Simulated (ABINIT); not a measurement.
**CaO (Lime): one start, several treatments of the self-energy**

Aim: compare treatments of exchange, screening and correlation for the gap of CaO (Lime).

Main program and level: ABINIT 10.8.3; PBE and many-body steps on it, plane waves.

### Step 1. Starting point

It takes space group Fm-3m (No. 225, cubic). The conventional cell has a = 4.813 Å, b = 4.813 Å, c = 4.813 Å, α = 90.00°, β = 90.00°, γ = 90.00°. Nearest to Ca lie 6 O at 2.41 Å. Nearest to O lie 6 Ca at 2.41 Å. Farther neighbours and most contacts between anions are not listed.

The cell and positions come from the Crystallography Open Database and are kept as given unless a step says otherwise.

### Step 2. Empty states on the mesh, 6×6×6 mesh, 251 bands

This step: ABINIT 10.8.3; DFT, PBE, plane waves, norm-conserving pseudopotentials.

The sums over transitions need many empty states on a uniform mesh; this step solves for them.

run.abi reads:

```
acell 3*1.0 Angstrom
rprim 
  -0.000000000000 2.406500000000 2.406500000000
  2.406500000000 -0.000000000000 2.406500000000
  2.406500000000 2.406500000000 -0.000000000000
ntypat 2
znucl 20 8
natom 2
typat 1 2
xred 
  0.000000000000 0.000000000000 0.000000000000
  0.500000000000 0.500000000000 0.500000000000
pp_dirpath "pseudos"
pseudos "Ca.upf, O.upf"
ecut 36
ngkpt 6 6 6
nshiftk 1
shiftk 0 0 0
kptopt 1
chksymbreak 0
irdden 1
istwfk *1
nband 251
prtvol 0
optdriver 6
gwr_task "HDIAGO"
paral_kgb 0
occopt 1
indata_prefix "in"
outdata_prefix "out"
tmpdata_prefix "tmp"
```

Started as:

```console
$ OMP_NUM_THREADS=1 mpirun -n 8 abinit run.abi > log
```

What it wrote:

```text
.Version 10.8.3 of ABINIT. v10.8.2 released Aug 2026.

 Symmetries : space group Fm -3 m (#225); Bravais cF (face-center cubic)
[... echo of the input left out ...]
== DATASET  1 ==================================================================
-   mpi_nproc: 8, omp_nthreads: 1 (-1 if OMP is not activated)

--- !DatasetInfo
iteration_state: {dtset: 1, }
dimensions: {natom: 2, nkpt: 16, mband: 251, nsppol: 1, nspinor: 1, nspden: 1, mpw: 1964, }
cutoff_energies: {ecut:  36.0, pawecutdg:  -1.0, }
[...]
Indirect band gap semiconductor
 Fundamental gap:     3.662 (eV)
   VBM:     5.064 (eV) at k: [ 0.0000E+00,  0.0000E+00,  0.0000E+00]
   CBM:     8.727 (eV) at k: [ 5.0000E-01,  5.0000E-01,  0.0000E+00]
 Direct gap:         4.037 (eV) at k: [ 5.0000E-01,  5.0000E-01,  0.0000E+00]

== END DATASET(S) ==============================================================
================================================================================

 -outvars: echo values of variables after computation  --------
           etotal      0.0000000000E+00
            nband         251
             nkpt          16
          spgroup         225
 [... the other variables as echoed above ...]

 Calculation completed.
```

Elapsed: 34 s, on 8 MPI ranks of Arm Neoverse N1, shared host; peak memory 2.1 GiB.

Numbers from this step:

| Quantity | Value |
| --- | --- |
| gap | 3.662 eV |
| k of the valence top | 0, 0, 0 |
| k of the conduction bottom | 0.5, 0.5, 0 |
| least direct gap | 4.037 eV |
| k points computed | 16 |
| lowest point of the top converged band, above the valence top | 222.7660 eV |

On this mesh the gap is 3.662 eV.

The density comes from a self-consistent run that is not shown.

### Step 3. Screening, 6×6×6 mesh, 243 bands, screening to 304.8 eV

The RPA dielectric matrix is built and inverted for each q.

This step: RPA screening on PBE, plane waves, norm-conserving pseudopotentials.

Edit run.abi of step 2 so:

```diff
@@ -20,10 +20,11 @@
 chksymbreak 0
-irdden 1
 istwfk *1
-nband 251
-prtvol 0
-optdriver 6
-gwr_task "HDIAGO"
-paral_kgb 0
 occopt 1
+irdwfk 1
+optdriver 3
+nband 243
+ecuteps 11.2
+inclvkb 2
+awtr 1
+symchi 1
 indata_prefix "in"
```

What it wrote:

```text
.Version 10.8.3 of ABINIT. v10.8.2 released Aug 2026.

 Symmetries : space group Fm -3 m (#225); Bravais cF (face-center cubic)
[... echo of the input left out ...]
== DATASET  1 ==================================================================
-   mpi_nproc: 8, omp_nthreads: 1 (-1 if OMP is not activated)

--- !DatasetInfo
iteration_state: {dtset: 1, }
dimensions: {natom: 2, nkpt: 16, mband: 243, nsppol: 1, nspinor: 1, nspden: 1, mpw: 1964, }
cutoff_energies: {ecut:  36.0, pawecutdg:  -1.0, }
electrons: {nelect:   1.60000000E+01, charge:   0.00000000E+00, occopt:   1.00000000E+00, tsmear:   1.00000000E-02, }

 SCREENING: Calculation of the susceptibility and dielectric matrices

 Based on a program developped by R.W. Godby, V. Olevano, G. Onida, and L. Reining.
 Incorporated in ABINIT by V. Olevano, G.-M. Rignanese, and M. Torrent.
.Using double precision arithmetic ; gwpc =  8

[... cell and pseudopotentials left out ...]
--------------------------------------------------------------------------------

 ==== K-mesh for the wavefunctions ====
 Number of points in the irreducible wedge :    16
[... list of points left out ...]
 Together with 48 symmetry operations and time-reversal symmetry
 yields   216 points in the full Brillouin Zone.

 ==== Q-mesh for the screening function ====
 Number of points in the irreducible wedge :    16
[... list of points left out ...]
 Together with 48 symmetry operations and time-reversal symmetry
 yields   216 points in the full Brillouin Zone.

 setmesh: FFT mesh size selected  =    27x   27x   27
          total number of points  =        19683

 vcoul_init : cutoff-mode = AUXILIARY_FUNCTION
 q-points for optical limit:   1
     1)      0.000010    0.000020    0.000030

- screening: taking advantage of time-reversal symmetry
- Maximum band index for partially occupied states nbvw = 8
- Remaining bands to be divided among processors   nbcw = 235
- Number of bands treated by each node ~29

 Number of electrons calculated from density =   16.0000; Expected =   16.0000
 average of density, n =  0.085062
 r_s =    1.4106
 omega_plasma =   28.1335 [eV]

 calculating chi0 at frequencies [eV] :
  1    0.000000E+00    0.000000E+00
  2    0.000000E+00    2.813348E+01

--------------------------------------------------------------------------------
  q-point number  1        q = ( 0.000000, 0.000000, 0.000000) [r.l.u.]
--------------------------------------------------------------------------------
[... chi0 elements left out ...]
 For q-point:  0.000010 0.000020 0.000030
  dielectric constant =   3.5646
  dielectric constant without local fields =   3.9237

  Average fulfillment of the sum rule on Im[epsilon] for q-point    1 :     86.88  [%]
[... wings left out ...]
  q-point number  2        q = ( 0.166667, 0.000000, 0.000000) [r.l.u.]
--------------------------------------------------------------------------------
[... chi0 elements left out ...]
  Average fulfillment of the sum rule on Im[epsilon] for q-point    2 :     89.79  [%]

 [... 14 further q-points ...]
```

Wall time 8.4 min (8 MPI ranks); peak memory 2.7 GiB.

Numbers from this step:

| Property | Result |
| --- | --- |
| ε∞ with local fields, on this mesh, along the program's q direction | 3.565 |
| the same without local fields | 3.924 |
| plasma frequency | 28.13 eV |
| plane waves in the screening matrix | 331 |

Local fields lower ε∞ by 9 %.

### Step 4. G0W0, Godby-Needs plasmon pole

The self-energy is evaluated for the states that the input lists, and the levels follow from it, in one-shot runs by the linearised quasiparticle equation.

This step: G0W0 on PBE, plane waves, norm-conserving pseudopotentials.

Edit run.abi of step 3 so:

```diff
@@ -23,8 +23,17 @@
 irdwfk 1
-optdriver 3
+optdriver 4
 nband 243
+gwcalctyp 0
+ecutsigx 36
+symsigma 1
+nkptgw 2
+kptgw 
+  0.0000000000 0.0000000000 0.0000000000
+  0.5000000000 0.5000000000 0.0000000000
+bdgw 
+  6 12
+  7 10
 ecuteps 11.2
-inclvkb 2
-awtr 1
-symchi 1
+irdscr 1
+ppmodel 1
 indata_prefix "in"
```

What it wrote:

```text
.Version 10.8.3 of ABINIT. v10.8.2 released Aug 2026.

 Symmetries : space group Fm -3 m (#225); Bravais cF (face-center cubic)
[... echo of the input left out ...]
== DATASET  1 ==================================================================
-   mpi_nproc: 8, omp_nthreads: 1 (-1 if OMP is not activated)

--- !DatasetInfo
iteration_state: {dtset: 1, }
dimensions: {natom: 2, nkpt: 16, mband: 243, nsppol: 1, nspinor: 1, nspden: 1, mpw: 1964, }
cutoff_energies: {ecut:  36.0, pawecutdg:  -1.0, }
electrons: {nelect:   1.60000000E+01, charge:   0.00000000E+00, occopt:   1.00000000E+00, tsmear:   1.00000000E-02, }

 SIGMA: Calculation of the GW corrections

 Based on a program developped by R.W. Godby, V. Olevano, G. Onida, and L. Reining.
 Incorporated in ABINIT by V. Olevano, G.-M. Rignanese, and M. Torrent.
.Using double precision arithmetic ; gwpc =  8

[... cell and pseudopotentials left out ...]
--------------------------------------------------------------------------------

 ==== K-mesh for the wavefunctions ====
 Number of points in the irreducible wedge :    16
[... list of points left out ...]
 Together with 48 symmetry operations and time-reversal symmetry
 yields   216 points in the full Brillouin Zone.

 ==== Q-mesh for screening function ====
 Number of points in the irreducible wedge :    16
[... list of points left out ...]
 Together with 48 symmetry operations and time-reversal symmetry
 yields   216 points in the full Brillouin Zone.

 vcoul_init : cutoff-mode = AUXILIARY_FUNCTION
 q-points for optical limit:   1
     1)      0.000010    0.000020    0.000030
 setmesh: FFT mesh size selected  =    36x   36x   36
          total number of points  =        46656

 Number of electrons calculated from density =   16.0000; Expected =   16.0000
 average of density, n =  0.085062
 r_s =    1.4106
 omega_plasma =   28.1335 [eV]

 === KS Band Gaps ===
  >>>> For spin  1
   Minimum direct gap =   4.0368 [eV], located at k-point      :   0.5000  0.5000  0.0000
   Fundamental gap    =   3.6624 [eV], Top of valence bands at :   0.0000  0.0000  0.0000
                                       Bottom of conduction at :   0.5000  0.5000  0.0000
 SIGMA fundamental parameters:
 PLASMON POLE MODEL  1
 number of plane-waves for SigmaX                 1917
 number of plane-waves for SigmaC and W            331
 number of plane-waves for wavefunctions          1917
 number of bands                                   243
 number of independent spin polarizations            1
 number of spinorial components                      1
 number of k-points in IBZ                          16
 number of q-points in IBZ                          16
 number of symmetry operations                      48
 number of k-points in BZ                          216
 number of q-points in BZ                          216
 number of frequencies for dSigma/dE                 9
 frequency step for dSigma/dE [eV]                0.25
 number of omega for Sigma on real axis              0
 max omega for Sigma on real axis  [eV]           0.00
 zcut for avoiding poles [eV]                     0.10

 EPSILON^-1 parameters (SCR file):
 dimension of the eps^-1 matrix on file            331
 dimension of the eps^-1 matrix used               331
 number of plane-waves for wavefunctions          1917
 number of bands                                   243
 number of q-points in IBZ                          16
 number of frequencies                               2
 number of real frequencies                          1
 number of imag frequencies                          1

 matrix elements of self-energy operator (all in [eV])

 Perturbative Calculation

--- !SelfEnergy_ee
iteration_state: {dtset: 1, }
kpoint     : [   0.000,    0.000,    0.000, ]
spin       : 1
KS_gap     :    4.714
QP_gap     :    6.290
Delta_QP_KS:    1.576
data: !SigmaeeData |
     Band     E0 <VxcDFT>   SigX SigC(E0)      Z dSigC/dE  Sig(E)    E-E0       E
        6   5.064 -19.387 -24.633   3.786   0.778  -0.285 -20.523  -1.136   3.928
        7   5.064 -19.387 -24.633   3.786   0.778  -0.285 -20.523  -1.136   3.928
        8   5.064 -19.387 -24.633   3.786   0.778  -0.285 -20.523  -1.136   3.928
        9   9.779 -10.893  -6.430  -3.941   0.843  -0.186 -10.453   0.440  10.219
       10  11.292 -13.900  -7.002  -4.868   0.841  -0.189 -12.193   1.707  12.999
       11  11.292 -13.900  -7.002  -4.868   0.841  -0.189 -12.193   1.707  12.999
       12  11.292 -13.900  -7.002  -4.868   0.841  -0.189 -12.193   1.707  12.999

--- !SelfEnergy_ee
iteration_state: {dtset: 1, }
kpoint     : [   0.500,    0.500,    0.000, ]
spin       : 1
KS_gap     :    4.037
QP_gap     :    6.360
Delta_QP_KS:    2.324
data: !SigmaeeData |
     Band     E0 <VxcDFT>   SigX SigC(E0)      Z dSigC/dE  Sig(E)    E-E0       E
        7   4.690 -18.916 -24.314   3.805   0.778  -0.286 -20.155  -1.240   3.450
        8   4.690 -18.916 -24.314   3.805   0.778  -0.286 -20.155  -1.240   3.450
        9   8.727 -11.430  -5.899  -4.255   0.850  -0.177 -10.346   1.084   9.811
       10  13.087 -16.112  -8.832  -5.007   0.832  -0.202 -14.221   1.891  14.978

== END DATASET(S) ==============================================================
================================================================================

 -outvars: echo values of variables after computation  --------
           etotal      0.0000000000E+00
            nband         243
             nkpt          16
          spgroup         225
 [... the other variables as echoed above ...]

 Calculation completed.
```

Run time: 69 s. Hardware: 8 MPI ranks; peak memory 2.9 GiB.

This step gave:

* G0W0 gap on the points computed: 5.883 eV
* starting gap on the mesh: 3.662 eV
* k of the valence top: 0, 0, 0
* k of the conduction bottom: 0.5, 0.5, 0
* Z at the valence top: 0.778
* Z at the conduction bottom: 0.85
* least direct G0W0 gap on the computed points: 6.291 eV

The gap on the mesh goes from 3.66 eV to 5.88 eV, a correction of +2.22 eV.

### Step 5. G0W0, Hybertsen-Louie plasmon pole

Edit run.abi of step 4 so:

```diff
@@ -37,3 +37,3 @@
 irdscr 1
-ppmodel 1
+ppmodel 2
 indata_prefix "in"
```

What it wrote:

```text
.Version 10.8.3 of ABINIT. v10.8.2 released Aug 2026.

 Symmetries : space group Fm -3 m (#225); Bravais cF (face-center cubic)
[... echo of the input left out ...]
== DATASET  1 ==================================================================
-   mpi_nproc: 8, omp_nthreads: 1 (-1 if OMP is not activated)

--- !DatasetInfo
iteration_state: {dtset: 1, }
dimensions: {natom: 2, nkpt: 16, mband: 243, nsppol: 1, nspinor: 1, nspden: 1, mpw: 1964, }
cutoff_energies: {ecut:  36.0, pawecutdg:  -1.0, }
electrons: {nelect:   1.60000000E+01, charge:   0.00000000E+00, occopt:   1.00000000E+00, tsmear:   1.00000000E-02, }

 SIGMA: Calculation of the GW corrections

 Based on a program developped by R.W. Godby, V. Olevano, G. Onida, and L. Reining.
 Incorporated in ABINIT by V. Olevano, G.-M. Rignanese, and M. Torrent.
.Using double precision arithmetic ; gwpc =  8

[... cell and pseudopotentials left out ...]
--------------------------------------------------------------------------------

 ==== K-mesh for the wavefunctions ====
 Number of points in the irreducible wedge :    16
[... list of points left out ...]
 Together with 48 symmetry operations and time-reversal symmetry
 yields   216 points in the full Brillouin Zone.

 ==== Q-mesh for screening function ====
 Number of points in the irreducible wedge :    16
[... list of points left out ...]
 Together with 48 symmetry operations and time-reversal symmetry
 yields   216 points in the full Brillouin Zone.

 vcoul_init : cutoff-mode = AUXILIARY_FUNCTION
 q-points for optical limit:   1
     1)      0.000010    0.000020    0.000030
 setmesh: FFT mesh size selected  =    36x   36x   36
          total number of points  =        46656

 Number of electrons calculated from density =   16.0000; Expected =   16.0000
[...]
number of omega for Sigma on real axis              0
 max omega for Sigma on real axis  [eV]           0.00
 zcut for avoiding poles [eV]                     0.10

 EPSILON^-1 parameters (SCR file):
 dimension of the eps^-1 matrix on file            331
 dimension of the eps^-1 matrix used               331
 number of plane-waves for wavefunctions          1917
 number of bands                                   243
 number of q-points in IBZ                          16
 number of frequencies                               2
 number of real frequencies                          1
 number of imag frequencies                          1

 matrix elements of self-energy operator (all in [eV])

 Perturbative Calculation

--- !SelfEnergy_ee
iteration_state: {dtset: 1, }
kpoint     : [   0.000,    0.000,    0.000, ]
spin       : 1
KS_gap     :    4.714
QP_gap     :    6.601
Delta_QP_KS:    1.887
data: !SigmaeeData |
     Band     E0 <VxcDFT>   SigX SigC(E0)      Z dSigC/dE  Sig(E)    E-E0       E
        6   5.064 -19.387 -24.633   3.019   0.822  -0.217 -21.218  -1.830   3.234
        7   5.064 -19.387 -24.633   3.019   0.822  -0.217 -21.218  -1.830   3.234
        8   5.064 -19.387 -24.633   3.019   0.822  -0.217 -21.218  -1.830   3.234
[...]
--- !SelfEnergy_ee
iteration_state: {dtset: 1, }
kpoint     : [   0.500,    0.500,    0.000, ]
spin       : 1
KS_gap     :    4.037
QP_gap     :    6.697
Delta_QP_KS:    2.660
data: !SigmaeeData |
     Band     E0 <VxcDFT>   SigX SigC(E0)      Z dSigC/dE  Sig(E)    E-E0       E
[...]
9   8.727 -11.430  -5.899  -4.684   0.883  -0.133 -10.683   0.747   9.474
       10  13.087 -16.112  -8.832  -5.497   0.877  -0.140 -14.548   1.564  14.651

== END DATASET(S) ==============================================================
================================================================================

 -outvars: echo values of variables after computation  --------
           etotal      0.0000000000E+00
            nband         243
             nkpt          16
          spgroup         225
 [... the other variables as echoed above ...]

 Calculation completed.
```

It took 67 s on 8 MPI ranks; peak memory 2.7 GiB; 8.9 min of CPU time.

Numbers from this step:

- G0W0 gap on the points computed: 6.24 eV
- starting gap on the mesh: 3.662 eV
- k of the valence top: 0, 0, 0
- k of the conduction bottom: 0.5, 0.5, 0
- Z at the valence top: 0.822
- Z at the conduction bottom: 0.883
- least direct G0W0 gap on the computed points: 6.601 eV

Against G0W0 in ABINIT (6×6×6 mesh, 243 bands, screening to 304.8 eV, Godby-Needs plasmon pole), the gap moves by +0.357 eV.

### Step 6. G0W0, von der Linden-Horsch plasmon pole

Edit run.abi of step 5 so:

```diff
@@ -37,3 +37,3 @@
 irdscr 1
-ppmodel 2
+ppmodel 3
 indata_prefix "in"
```

What it wrote:

```text
.Version 10.8.3 of ABINIT. v10.8.2 released Aug 2026.

 Symmetries : space group Fm -3 m (#225); Bravais cF (face-center cubic)
[... echo of the input left out ...]
== DATASET  1 ==================================================================
-   mpi_nproc: 8, omp_nthreads: 1 (-1 if OMP is not activated)

--- !DatasetInfo
iteration_state: {dtset: 1, }
dimensions: {natom: 2, nkpt: 16, mband: 243, nsppol: 1, nspinor: 1, nspden: 1, mpw: 1964, }
cutoff_energies: {ecut:  36.0, pawecutdg:  -1.0, }
[...]
Band     E0 <VxcDFT>   SigX SigC(E0)      Z dSigC/dE  Sig(E)    E-E0       E
[...]
9   8.727 -11.430  -5.899  -4.802   0.905  -0.105 -10.770   0.659   9.386
       10  13.087 -16.112  -8.832  -5.453   0.889  -0.124 -14.487   1.625  14.712

== END DATASET(S) ==============================================================
================================================================================

 -outvars: echo values of variables after computation  --------
           etotal      0.0000000000E+00
            nband         243
             nkpt          16
          spgroup         225
 [... the other variables as echoed above ...]

 Calculation completed.
```

Run time: 26 s. Hardware: 8 MPI ranks; peak memory 2.5 GiB; 3.5 min of CPU time.

Numbers from this step:

```yaml
g0w0_gap_on_the_points_computed: 6.060 eV
starting_gap_on_the_mesh: 3.662 eV
k_of_the_valence_top: 0, 0, 0
k_of_the_conduction_bottom: 0.5, 0.5, 0
least_direct_g0w0_gap_on_the_computed_points: 6.437 eV
```

Against G0W0 in ABINIT (6×6×6 mesh, 243 bands, screening to 304.8 eV, Godby-Needs plasmon pole), the gap moves by +0.177 eV.

[end of part 1 of 2]

[Paths, hosts, dates, memory and timing lines, banners, echoed tables and standing remarks are left out of the program output.]

[Logs are printed without paths, hosts, clocks, repeated set-up lines and the standing remarks that a program may print on its own settings, such as how far it seeks lower states.]

[Runs of the session that timed out or met a known fault of the program may be left out.]

[Hosts, paths, dates, database ids (printed as entryN), source tags and the programs' standing remarks are cut or masked in the printed files.]

[G0W0 gaps are taken among the corrected bands and points alone; a level outside them can change the order at an edge.]

[Where Ansatz stands beside ABINIT at settings called matched, ABINIT's density can come from a denser mesh and the files from another edition; pairs whose starting gaps differed by over 0.03 eV were left out, so agreement reads better than it is.]
